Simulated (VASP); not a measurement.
Wanted: the native input for a VASP 6.6.1 run.

```yaml
Task: single point
Functional: LDA
Potentials_or_basis: VASP PAW LDA potentials, release 64 (Co)
Cutoff: 520 eV
k_mesh: 16 × 16 × 16
Occupations: fermi-dirac, width 0.1 eV
Spin: no spin polarisation
Dipole_correction: no
Further_INCAR_settings: ALGO = Normal; EDIFF = 1e-07; NBANDS = 10
```

The structure of Co lies in POSCAR:

```
Co
1.0
    2.2247716226      0.0000000000      0.0000000000
    0.0000000000      2.2247716226      0.0000000000
    0.0000000000      0.0000000000      2.2247716226
Co
1
Direct
    0.0000000000      0.0000000000      0.0000000000
```

This isn't the form of Co at room conditions, which is hcp.

One way to write it, as run:

INCAR

```
SYSTEM = Co
PREC = Accurate
ENCUT = 520
EDIFF = 1E-7
ISMEAR = -1
SIGMA = 0.1
LREAL = .False.
LASPH = .True.
NELM = 80
ALGO = Normal
ISIF = 2
LWAVE = .False.
LCHARG = .False.
GGA = CA
NBANDS = 10
```

KPOINTS

```
Automatic mesh
0
Gamma
  16 16 16
  0 0 0
```

Potentials or basis: VASP PAW LDA potentials, release 64 (Co).

Command:

```bash
$ cat potpaw_LDA.64/Co/POTCAR > POTCAR
$ mpirun -np 1 vasp_std > vasp.out
```

Results of the run:

```yaml
Pressure: -0.9 GPa
Band_gap_on_the_k_mesh: none (metal or under the smearing width)
```

Caveat: the run has no spin polarisation, though such a crystal can be magnetic.

Wall time 8.8 s on 1 thread of Intel(R) Xeon(R) Platinum 8559C (Emerald Rapids) (shared host), peak memory 0.12 GiB.
